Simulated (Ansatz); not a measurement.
# MgS: the band gap up the ladder of functionals

The task here is to estimate one member of a computed series from the others.

The runs shown are made with Ansatz 0.2.0. PAW datasets, plane waves. The calculation is spin-unpolarised, and the structure need not be a phase that has been made.

## The structure to begin with

The cell was relaxed beforehand with r2SCAN.

It is hexagonal, P6_3mc (No. 186); a = 4.015 Å, c = 13.002 Å in the conventional setting, 22.69 Å³ an atom. Around Mg lie 4 S at 2.45–2.46 Å; around Mg lie 4 S at 2.45 Å; around S lie 4 Mg at 2.45–2.46 Å; around S lie 4 Mg at 2.45 Å.

The structure in full:

```
CELL_PARAMETERS angstrom
4.01476 0.00000 0.00000
-2.00738 3.47688 0.00000
0.00000 0.00000 13.00185
ATOMIC_POSITIONS crystal
Mg 0.00000 0.00000 0.99894
Mg 0.33333 0.66667 0.24980
Mg 0.00000 0.00000 0.49894
Mg 0.66667 0.33333 0.74980
S 0.00000 0.00000 0.18798
S 0.33333 0.66667 0.43828
S 0.00000 0.00000 0.68798
S 0.66667 0.33333 0.93828
```

The first run:

The input, input.yaml:

```yaml
crystal:
  lattice:
    - [4.0147592377, 0.0, 0.0]
    - [-2.0073796188, 3.4768834899, 0.0]
    - [0.0, 0.0, 13.0018535178]
  atoms:
    - { symbol: Mg, position: [0.0, 0.0, -0.0010646286] }
    - { symbol: Mg, position: [0.3333333333, 0.6666666667, 0.2498019532] }
    - { symbol: Mg, position: [0.0, 0.0, 0.4989353714] }
    - { symbol: Mg, position: [0.6666666667, 0.3333333333, 0.7498019532] }
    - { symbol: S, position: [0.0, 0.0, 0.1879834583] }
    - { symbol: S, position: [0.3333333333, 0.6666666667, 0.4382792171] }
    - { symbol: S, position: [0.0, 0.0, 0.6879834583] }
    - { symbol: S, position: [0.6666666667, 0.3333333333, 0.9382792171] }
kpoints:
  mp_grid: { grid: [12, 12, 2] }
  band_path:
    path:
      - [[0.0, 0.0, 0.0], [0.5, 3.437622444127e-17, -1.267935167556e-35], [0.3333333333333, 0.3333333333333, 4.808103857848e-35], [0.0, 0.0, 0.0], [1.371235782748e-52, -1.130328653887e-51, 0.5], [0.5, 3.437622444127e-17, 0.5], [0.3333333333333, 0.3333333333333, 0.5], [1.371235782748e-52, -1.130328653887e-51, 0.5]]
      - [[0.5, 3.437622444127e-17, 0.5], [0.5, 3.437622444127e-17, -1.267935167556e-35]]
      - [[0.3333333333333, 0.3333333333333, 0.5], [0.3333333333333, 0.3333333333333, 4.808103857848e-35]]
    npoints: 10
hamiltonian:
  xc: pbe
scf:
  occupations: { method: fermi_dirac, width: 0.02 }
  n_extra_bands: 6
output:
  forces: true
  stress: true
  eigenvalues: true
```

Run with:

```bash
$ ansatz run input.yaml --threads 2 --pin off --max-ram 29491MiB --backend cpu --events-out ev --progress --plain --runs-dir out
```

Steps of the session up to this table: PBE bands along the symmetry lines; r2SCAN; HSE06; PBE0 at the same geometry.

One table of the session follows, with a row left open; its other results are not shown here.

```
 level  gap (eV)
   PBE      3.47
r2SCAN      4.14
 HSE06      4.53
  PBE0         ?
```

Estimate the missing values for PBE0.

**Answer.** gap (eV): 5.21. In the column «gap (eV)» it is the highest.

Meshes: PBE 12×12×2, r2SCAN 12×12×2, HSE06 6×6×2, PBE0 6×6×2

The gap runs from 3.47 eV (PBE) to 5.21 eV (PBE0). PBE reaches 77 % of the HSE06 value, and r2SCAN 91 %. PBE0 lies 0.68 eV above HSE06, which differs from it by screening the long-range exchange.

To keep in mind: Warnings in the runs' records: stress exchange threshold loose, stress scf threshold loose.
